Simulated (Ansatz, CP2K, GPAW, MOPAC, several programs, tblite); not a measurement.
# LiH from cheap methods to r2SCAN

How much accuracy does each second buy? LiH is computed with 11 methods, from the cheapest up to r2SCAN.

Method: no spin polarisation, static lattice; gaps from single points on the cell relaxed beforehand with r²SCAN, in MOPAC, tblite, CP2K, GPAW, Ansatz (versions at each run).

## (1) The system as given

Symmetry: Pm-3m, No. 221, cubic system. Conventional cell: a = 2.502 Å, b = 2.502 Å, c = 2.502 Å, α = 90.00°, β = 90.00°, γ = 90.00°. Around Li (site symmetry m-3m) lie 8 H at 2.17 Å. H (site symmetry m-3m) is surrounded by 8 Li at 2.17 Å.

Structure file:

```cif
data_structure
_symmetry_space_group_name_H-M 'Pm-3m'
_symmetry_Int_Tables_number 221
_cell_length_a 2.5017
_cell_length_b 2.5017
_cell_length_c 2.5017
_cell_angle_alpha 90.000
_cell_angle_beta 90.000
_cell_angle_gamma 90.000
_cell_volume 15.66
loop_
_atom_site_label
_atom_site_type_symbol
_atom_site_symmetry_multiplicity
_atom_site_Wyckoff_symbol
_atom_site_fract_x
_atom_site_fract_y
_atom_site_fract_z
_atom_site_occupancy
Li1 Li 1 a 0.00000 0.00000 0.00000 1
H1 H 1 b 0.50000 0.50000 0.50000 1
```

The structure type (CsCl) is imposed and need not be the compound's stable one.

**Question.** The methods are PM6, PM7, GFN1-xTB (tblite), GFN2-xTB (tblite), PBE/DZVP, PBE/single-zeta, PBE/SZV, coarse PBE, GLLB-SC, PBE, r2SCAN. What gap does r2SCAN give on this cell, and which other methods (full PBE left aside) come nearest to r2SCAN and farthest in gap, volume and bulk modulus?

| quantity | value |
| --- | --- |
| r2SCAN | gap 1.12 eV, 7.83 Å³/atom, B₀ 36 GPa |
| gap: nearest and farthest of the other methods | coarse PBE (-0.49 eV), PM6 (+8.06 eV) |
| volume: nearest and farthest of the other methods | PBE/DZVP (-2.1 %), coarse PBE (+4.8 %) |
| bulk modulus: nearest and farthest of the other methods | PBE/DZVP (+10 %), PBE/SZV (+17 %) |

In words: For the gap, of the 9 methods compared (full PBE left aside), coarse PBE comes nearest to r2SCAN and PM6 is farthest. Among the 3 methods compared for the volume (full PBE left aside), PBE/DZVP is nearest to r2SCAN and coarse PBE farthest. Among the 3 methods compared for the bulk modulus (full PBE left aside), PBE/DZVP is nearest to r2SCAN and PBE/SZV farthest. A minimal basis or a coarse cutoff and mesh shifts results by its own error, so closeness to r2SCAN can be chance. Cluster runs see only the k-points that fold onto the zone centre, so their gaps can miss the band edges. GLLB-SC is compared with its derivative discontinuity added. No volume is given for PM6, PM7, GFN1-xTB (tblite), GFN2-xTB (tblite), PBE/single-zeta, which can hide a larger miss. The crystal is layered or molecular; volumes and moduli at fixed shape hide how each method binds the layers. Overlaps count as a gap of zero in the misses; they are PBE/DZVP -0.25, PBE/single-zeta -0.19, PBE/SZV -1.78 eV. CPU times run from 0.35 s (coarse PBE) to 30 s (PBE/DZVP). On this cell PM6, PM7, GFN1-xTB (tblite), GFN2-xTB (tblite), PBE/DZVP, PBE/single-zeta, PBE/SZV, GLLB-SC cost more than r2SCAN itself (1.6 s), so they are no saving here. PBE/DZVP, PBE/single-zeta, PBE/SZV disagree with r2SCAN even on whether there is a gap. r2SCAN is a yardstick, not the truth: it usually gives gaps below the measured ones.
